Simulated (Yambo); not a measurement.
# GaAs (F-43m) in Yambo: convergence with bands in self energy

Aim: find how far bands in self energy must go before the results for GaAs settle, at LDA. This setting moves, with any that are tied to it; all else stays.

Everything below comes from runs of Yambo 5.3.0. Logs are shortened: lines on timing, memory, paths and dates and some standing lists are left out, and cuts for length are marked.

## (1) The structure

The structure is cubic, space group F-43m (No. 216). Conventional cell: a = 5.654 Å, b = 5.654 Å, c = 5.654 Å, α = 90.00°, β = 90.00°, γ = 90.00°. Around As (site symmetry -43m) lie 4 Ga at 2.45 Å. Ga (site symmetry -43m) has 4 As at 2.45 Å as nearest neighbours.

## (2) With bands in self energy 42

g0w03.in

```
gw0
dyson
el_el_corr
rim_cut
HF_and_locXC
ppa
em1d
RandQpts= 1000000
RandGvec= 50 RL
EXXRLvcs= 106 Ry
VXCRLvcs= 106 Ry
Chimod= "HARTREE"
% BndsRnXp
 1 | 142 |
%
NGsBlkXp= 15 Ry
% LongDrXp
 1 | 1 | 1 |
%
PPAPntXp= 27.21138 eV
% GbndRnge
 1 | 42 |
%
GTermKind= "none"
DysSolver= "n"
ExtendOut
% QPkrange
 1 | 1 | 20 | 24 |
%
```

scf.in

```
&CONTROL
  calculation = 'scf'
  prefix = 'pwscf'
  outdir = './tmp'
  pseudo_dir = './pseudo'
/
&SYSTEM
  ibrav = 0
  nat = 2
  ntyp = 2
  ecutwfc = 106
  nbnd = 31
  occupations = 'smearing'
  smearing = 'fd'
  degauss = 0.00367493
  force_symmorphic = .true.
/
&ELECTRONS
  conv_thr = 4d-10
  electron_maxstep = 120
  mixing_beta = 0.5
/
ATOMIC_SPECIES
As    74.9216 As.upf
Ga    69.7230 Ga.upf
CELL_PARAMETERS angstrom
   0.0000000000    2.8268500000    2.8268500000
   2.8268500000    0.0000000000    2.8268500000
   2.8268500000    2.8268500000    0.0000000000
ATOMIC_POSITIONS angstrom
As     4.2402750000    4.2402750000    4.2402750000
Ga     0.0000000000    0.0000000000    0.0000000000
K_POINTS automatic
8 8 8 0 0 0
```

nscf.in

```
&CONTROL
  calculation = 'nscf'
  prefix = 'pwscf'
  outdir = './tmp'
  pseudo_dir = './pseudo'
/
&SYSTEM
  ibrav = 0
  nat = 2
  ntyp = 2
  ecutwfc = 106
  nbnd = 142
  occupations = 'fixed'
  force_symmorphic = .true.
/
&ELECTRONS
  conv_thr = 1d-08
  diago_full_acc = .true.
  diago_thr_init = 1d-06
/
ATOMIC_SPECIES
As    74.9216 As.upf
Ga    69.7230 Ga.upf
CELL_PARAMETERS angstrom
   0.0000000000    2.8268500000    2.8268500000
   2.8268500000    0.0000000000    2.8268500000
   2.8268500000    2.8268500000    0.0000000000
ATOMIC_POSITIONS angstrom
As     4.2402750000    4.2402750000    4.2402750000
Ga     0.0000000000    0.0000000000    0.0000000000
K_POINTS automatic
4 4 4 0 0 0
```

Potentials or basis: PseudoDojo 0.4.1 SR LDA stringent.

The run is started by

```
OMP_NUM_THREADS=1 pw.x -in scf.in > scf.out
OMP_NUM_THREADS=1 pw.x -in nscf.in > nscf.out
cd tmp/pwscf.save; p2y; mv SAVE ../..; cd ../..
OMP_NUM_THREADS=1 yambo
mkdir -p g0w03; ln -s $PWD/g0w00/ndb.pp* g0w03/
mkdir -p g0w03; ln -s $PWD/g0w00/ndb.RIM g0w03/
OMP_NUM_THREADS=1 yambo -F g0w03.in -J g0w03 -C g0w03_out
```

Yambo's report:

```text
[... sections 02.01 to 02.04 as in the set-up run ...]

  [02.05] Energies & Occupations
  ==============================

  [X] === General ===
  [X] Electronic Temperature                        :  0.000000  0.000000 [eV K]
  [X] Bosonic    Temperature                        :  0.000000  0.000000 [eV K]
  [X] Finite Temperature mode                       : no
  [X] El. density                                   :  0.97390E+24 [cm-3]
  [X] Fermi Level                                   :  9.516540 [eV]

  [X] === Gaps and Widths ===
  [X] Conduction Band Min                           :  0.280130 [eV]
  [X] Valence Band Max                              :  0.000000 [eV]
  [X] Filled Bands                                  :  22
  [X] Empty Bands                                   :   23  142
  [X] Direct Gap                                    :  0.280130 [eV]
  [X] Direct Gap localized at k                     :  1
  [X] Indirect Gap                                  :  0.280130 [eV]
  [X] Indirect Gap between kpts                     :  1  1
  [X] Last valence band width                       :  3.364321 [eV]
  [X] 1st conduction band width                     :  4.253576 [eV]

 [03] Transferred momenta grid and indexing
 ==========================================

 IBZ Q-points                                      :   8
 BZ  Q-points                                      :   64

 K/Q-points units:
 rlu = crystal or reduced units; cc = cartesian coordinates; iku = interal k-units

 Q [1]          [rlu]:  0.000000  0.000000  0.000000
 Q [2]          [rlu]: -0.91587E-18 -0.91587E-18  0.25000
 Q [3]          [rlu]:  0.18317E-17  0.18317E-17 -0.50000
 Q [4]          [rlu]:  0.26116E-17  0.25000      0.25000
 Q [5]          [rlu]:  0.18524E-16  0.25000      0.50000
 Q [6]          [rlu]:  0.18317E-17  0.25000     -0.25000
 Q [7]          [rlu]: -0.52231E-17 -0.50000     -0.50000
 Q [8]          [rlu]:  0.250000 -0.500000 -0.250000

 [04] Coloumb potential Random Integration (RIM)
 ===============================================

 Summary of Coulomb integrals for non-metallic bands |Q|[au] RIM/Bare

 Q [1] 0.100000E-4 0.997530 * Q [2] 0.254653 1.070250
 Q [4] 0.294048 1.068048 * Q [6] 0.415847 1.029370
 Q [5] 0.487623 1.023545 * Q [3] 0.509306 1.020007
 Q [7] 0.588096 1.016898 * Q [8] 0.657511 1.014037

 [05] Dipoles
 ============

  [05.01] Setup: observables and procedures
  =========================================

  [WF-Oscillators/G space/Transverse up loader] Normalization (few states)  min/max  :  0.000000  1.000000

  [WR./g0w03//ndb.dipoles]--------------------------------------------------------
   Brillouin Zone Q/K grids (IBZ/BZ)                :    8   64    8   64
   RL vectors                                       :   6735 [WF]
   Fragmentation                                    : yes
[... 43 lines left out ...]

 [xc] E_xc :  -44.60290 [Ha]
      E_xc :  -89.20580 [Ry]

  Local XC kind (lXC) : Slater exchange(X)+Perdew & Wang(C)
  Non-Local XC kind (nlXC) : Hartree-Fock

  Corrections @ K [1] :  [eV]
 <20|nlXC|20> = -16.02496 -0.12002E-16 <20|lXC|20> = -14.74283  0.000000
 <21|nlXC|21> = -16.02493 -0.98996E-17 <21|lXC|21> = -14.74283  0.000000
 <22|nlXC|22> = -16.02491  0.66089E-17 <22|lXC|22> = -14.74283  0.000000
 <23|nlXC|23> = -10.92541  0.24476E-17 <23|lXC|23> = -15.46962  0.000000
 <24|nlXC|24> = -7.170962  0.96565E-18 <24|lXC|24> = -11.94380  0.000000

 [08] Dyson equation: Newton solver
 ==================================

  [08.01] G0W0 (W PPA)
  ====================

  [  GW  ] Bands range     :    1   42
  [GW/PPA] G damping       :  0.100000 [eV]

  QP @ state[ 1 ] K range:  1  1
  QP @ state[ 1 ] b range:  20  24

   Current Q-pt index             :  1
   :: PP condition fails/total    :  0.259837
   :: Time ordering fails/rest    :  0.499920
   :: Mean rel dev of PP cond     :  0.259918
   Current Q-pt index             :  2
   :: PP condition fails/total    :  0.247698
   :: Time ordering fails/rest    :  0.500091
   :: Mean rel dev of PP cond     :  0.247778
   Current Q-pt index             :  3
   :: PP condition fails/total    :  0.250418
   :: Time ordering fails/rest    :  0.500091
   :: Mean rel dev of PP cond     :  0.250497
   Current Q-pt index             :   4
[... 5 lines left out ...]
   :: Time ordering fails/rest    :  0.499994
   :: Mean rel dev of PP cond     :  0.246153
   Current Q-pt index             :   6
   :: PP condition fails/total    :  0.244886
   :: Time ordering fails/rest    :  0.499982
   :: Mean rel dev of PP cond     :  0.244967
   Current Q-pt index             :   7
   :: PP condition fails/total    :  0.249797
   :: Time ordering fails/rest    :  0.499982
   :: Mean rel dev of PP cond     :  0.249878
   Current Q-pt index             :   8
   :: PP condition fails/total    :  0.250126
   :: Time ordering fails/rest    :  0.499945
   :: Mean rel dev of PP cond     :  0.250206

  [08.02] QP properties and I/O
  =============================

  Legend (energies in eV)
  - B  : Band       - Eo  : bare energy
  - E  : QP energy  - Z   : Renormalization factor
  - So : Sc(Eo)     - S   : Sc(E)
  - dSp: Sc derivative precision

  - lXC: Local XC (Slater exchange(X)+Perdew & Wang(C))
  -nlXC: non-Local XC (Hartree-Fock)

  QP [eV] @ K [1] (iku):  0.000000  0.000000  0.000000
   B=20 Eo= -0.00 E=  0.44 E-Eo=  0.44 Re(Z)=0.80 Im(Z)=-0.132880E-2 nlXC= -16.0250 lXC= -14.7428 So=  1.82945
   B=21 Eo= -0.00 E=  0.44 E-Eo=  0.44 Re(Z)=0.80 Im(Z)=-0.132878E-2 nlXC= -16.0249 lXC= -14.7428 So=  1.82877
   B=22 Eo=  0.00 E=  0.44 E-Eo=  0.44 Re(Z)=0.80 Im(Z)=-0.132877E-2 nlXC= -16.0249 lXC= -14.7428 So=  1.82871
   B=23 Eo=  0.28 E=  1.62 E-Eo=  1.34 Re(Z)=0.80 Im(Z)=-0.130382E-2 nlXC= -10.9254 lXC= -15.4696 So= -2.87363
   B=24 Eo=  3.69 E=  4.63 E-Eo=  0.94 Re(Z)=0.80 Im(Z)=-0.139547E-2 nlXC= -7.17096 lXC= -11.9438 So= -3.59663

  [WR./g0w03//ndb.QP]-------------------------------------------------------------
   Lattice constants                                :  5.341972  5.341972  5.341972
   Coulomb cutoff potential                         : none
   Electronic Temperature                           :  0.000000 [K]
   Bosonic    Temperature                           :  0.000000 [K]
   Green`s function   energies                      : Slater exchange(X)+Perdew & Wang(C)
   wavefunctions                                    : Slater exchange(X)+Perdew & Wang(C)
   PPA    diel. fun.  energies                      : Slater exchange(X)+Perdew & Wang(C)
   wavefunctions                                    : Slater exchange(X)+Perdew & Wang(C)
   QP tot states                                    :   5
   GW solver                                        : Newton
   GW approximation                                 : PPA
   PPA imaginary Energy                             :  27.21138 ev
   RIM G`s                                          :   51
   RIM random pts                                   :  1000000
   dS/dw steps                                      :  2
   dS/dw step                                       :  0.100000 ev
   X G`s                                            :   331 used
   X G`s                                            :   331 disk
   X bands                                          :    1  142
   X poles                                          :  100.0000 o/o
   X e/h E range                                    : -1.000000 -1.000000 ev
   X Hxc Kernel                                     : HARTREE
   X BZ energy Double Grid                          : no
   X Optical Averaged directions                    : none
   Sc/G bands                                       :    1   42
   Sc/G damping                                     :  0.100000 ev
   Sc bands terminator                              : no
   Sx RL components                                 :   5673

   QP @ state[ 1 ] K range                          :  1  1
   QP @ state[ 1 ] b range                          :  20  24
   GF energies kind                                 : Slater exchange(X)+Perdew & Wang(C)
   GF WF`s kind                                     : Slater exchange(X)+Perdew & Wang(C)
   Xs energies kind                                 : Slater exchange(X)+Perdew & Wang(C)
   Xs WF`s kind                                     : Slater exchange(X)+Perdew & Wang(C)
```

What came out:

| Quantity | Value |
| --- | --- |
| Band gap on the k mesh, mean-field level | 0.28 eV, direct |
| Quasiparticle gap | 1.19 eV |
| Least direct quasiparticle gap | 1.19 eV |
| Quasiparticle gap at Γ | 1.19 eV |
| Band gap of the same states before the correction | 0.28 eV |

## (3) With bands in self energy 62

g0w04.in

```
gw0
dyson
el_el_corr
rim_cut
HF_and_locXC
ppa
em1d
RandQpts= 1000000
RandGvec= 50 RL
EXXRLvcs= 106 Ry
VXCRLvcs= 106 Ry
Chimod= "HARTREE"
% BndsRnXp
 1 | 142 |
%
NGsBlkXp= 15 Ry
% LongDrXp
 1 | 1 | 1 |
%
PPAPntXp= 27.21138 eV
% GbndRnge
 1 | 62 |
%
GTermKind= "none"
DysSolver= "n"
ExtendOut
% QPkrange
 1 | 1 | 20 | 24 |
%
```

scf.in is that of step 2.

nscf.in is that of step 2.

Potentials or basis: PseudoDojo 0.4.1 SR LDA stringent.

The run is started by

```
OMP_NUM_THREADS=1 pw.x -in scf.in > scf.out
OMP_NUM_THREADS=1 pw.x -in nscf.in > nscf.out
cd tmp/pwscf.save; p2y; mv SAVE ../..; cd ../..
OMP_NUM_THREADS=1 yambo
mkdir -p g0w04; ln -s $PWD/g0w00/ndb.pp* g0w04/
mkdir -p g0w04; ln -s $PWD/g0w00/ndb.RIM g0w04/
OMP_NUM_THREADS=1 yambo -F g0w04.in -J g0w04 -C g0w04_out
```

The run converged. Its results:

| Property | Result |
| --- | --- |
| Band gap on the k mesh, mean-field level | 0.28 eV, direct |
| Quasiparticle gap | 1.20 eV |
| Least direct quasiparticle gap | 1.20 eV |
| Quasiparticle gap at Γ | 1.20 eV |
| Band gap of the same states before the correction | 0.28 eV |

## (4) With bands in self energy 102

g0w05.in

```
gw0
dyson
el_el_corr
rim_cut
HF_and_locXC
ppa
em1d
RandQpts= 1000000
RandGvec= 50 RL
EXXRLvcs= 106 Ry
VXCRLvcs= 106 Ry
Chimod= "HARTREE"
% BndsRnXp
 1 | 142 |
%
NGsBlkXp= 15 Ry
% LongDrXp
 1 | 1 | 1 |
%
PPAPntXp= 27.21138 eV
% GbndRnge
 1 | 102 |
%
GTermKind= "none"
DysSolver= "n"
ExtendOut
% QPkrange
 1 | 1 | 20 | 24 |
%
```

scf.in is that of step 3.

nscf.in is that of step 3.

The run is started by

```
OMP_NUM_THREADS=1 pw.x -in scf.in > scf.out
OMP_NUM_THREADS=1 pw.x -in nscf.in > nscf.out
cd tmp/pwscf.save; p2y; mv SAVE ../..; cd ../..
OMP_NUM_THREADS=1 yambo
mkdir -p g0w05; ln -s $PWD/g0w00/ndb.pp* g0w05/
mkdir -p g0w05; ln -s $PWD/g0w00/ndb.RIM g0w05/
OMP_NUM_THREADS=1 yambo -F g0w05.in -J g0w05 -C g0w05_out
```

It converged, with:

```yaml
Band_gap_on_the_k_mesh_mean-field_level: 0.28 eV, direct
Quasiparticle_gap: 1.18 eV
Least_direct_quasiparticle_gap: 1.18 eV
Quasiparticle_gap_at_Γ: 1.18 eV
Band_gap_of_the_same_states_before_the_correction: 0.28 eV
```

## (5) With bands in self energy 142

g0w01.in

```
gw0
dyson
el_el_corr
rim_cut
HF_and_locXC
ppa
em1d
RandQpts= 1000000
RandGvec= 50 RL
EXXRLvcs= 106 Ry
VXCRLvcs= 106 Ry
Chimod= "HARTREE"
% BndsRnXp
 1 | 142 |
%
NGsBlkXp= 15 Ry
% LongDrXp
 1 | 1 | 1 |
%
PPAPntXp= 27.21138 eV
% GbndRnge
 1 | 142 |
%
GTermKind= "none"
DysSolver= "n"
ExtendOut
% QPkrange
 1 | 1 | 20 | 24 |
%
```

scf.in is that of step 4.

nscf.in is that of step 4.

The run is started by

```
OMP_NUM_THREADS=1 pw.x -in scf.in > scf.out
OMP_NUM_THREADS=1 pw.x -in nscf.in > nscf.out
cd tmp/pwscf.save; p2y; mv SAVE ../..; cd ../..
OMP_NUM_THREADS=1 yambo
mkdir -p g0w01; ln -s $PWD/g0w00/ndb.pp* g0w01/
mkdir -p g0w01; ln -s $PWD/g0w00/ndb.RIM g0w01/
OMP_NUM_THREADS=1 yambo -F g0w01.in -J g0w01 -C g0w01_out
```

The run converged. Its results:

| Property | Result |
| --- | --- |
| Band gap on the k mesh, mean-field level | 0.28 eV, direct |
| Quasiparticle gap | 1.18 eV |
| Least direct quasiparticle gap | 1.18 eV |
| Quasiparticle gap at Γ | 1.18 eV |
| Band gap of the same states before the correction | 0.28 eV |

## (6) Summary

```csv
bands in self energy,quasiparticle gap at the points computed (eV)
42,1.185
62,1.200
102,1.184
142,1.179
```

Against the tightest run, the quasiparticle gap at the points computed stays within 0.05 eV from 42 on. The tightest run that finished is the yardstick and may itself not be fully converged.

Caveats: all runs use coarse meshes; this version prints the column dSc/dw multiplied by 27.2.
